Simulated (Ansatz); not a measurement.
# GeS: a jump of H

These are results of DFT PBE, scalar-relativistic, plane waves, PAW (Ansatz 0.2.0), not measurements. Settings: 420 eV cutoff, 3×3×2 k-mesh, shifted by half a step, Gaussian smearing of 0.02 eV, no spin polarisation.

Host crystal, relaxed:

```cif
data_structure
_symmetry_space_group_name_H-M 'P 1'
_symmetry_Int_Tables_number 1
_cell_length_a 10.7854
_cell_length_b 3.6648
_cell_length_c 4.4582
_cell_angle_alpha 90.000
_cell_angle_beta 90.000
_cell_angle_gamma 90.000
_cell_volume 176.22
loop_
_atom_site_label
_atom_site_type_symbol
_atom_site_fract_x
_atom_site_fract_y
_atom_site_fract_z
_atom_site_occupancy
Ge1 Ge 0.87403 0.25000 0.36452 1
Ge2 Ge 0.12597 0.75000 0.63548 1
Ge3 Ge 0.62597 0.75000 0.86452 1
Ge4 Ge 0.37403 0.25000 0.13548 1
S1 S 0.65293 0.25000 0.50257 1
S2 S 0.34707 0.75000 0.49743 1
S3 S 0.84707 0.75000 0.00257 1
S4 S 0.15293 0.25000 0.99743 1
```

In a supercell of 16 host sites, interstitial H hops to an equivalent place, moving 1.28 Å between the relaxed ends. Climbing-image nudged elastic band at fixed cell with images 0 (start) to 6 (end), the path measured over all atoms, converged to 0.05 eV/Å; the order of the saddle wasn't checked, and the small cell leaves errors of about a tenth of an eV. Zero-point motion and tunnelling, which matter for H, are left out.

Supercell rows in host cell vectors: 0 -1 -1; 0 -1 1; -1 0 0. H was set at (0.045, 0.750, 0.150) of the host cell.

At the relaxed start H has 1 S at 1.65 Å, 1 Ge at 1.77 Å, 2 Ge at 2.76 Å, 1 S at 2.93 Å, 1 Ge at 3.06 Å, 1 S at 3.18 Å.

A cell with an odd number of electrons and no spin polarisation is a metal by construction and may be lower with spin.

**Question.** How high is the barrier, and where does the atom pass?

**Answer.** 0.02 eV at image 3, where H has 1 S at 1.51 Å, 1 Ge at 2.19 Å, 1 Ge at 2.21 Å, 1 Ge at 2.82 Å, 1 Ge at 2.95 Å, 1 S at 3.15 Å, 1 S at 3.17 Å.

Cost: 1 run of about 35 core-minutes, on Intel Xeon Processor @ 2.50GHz (Skylake/Cascade Lake) (shared hosts).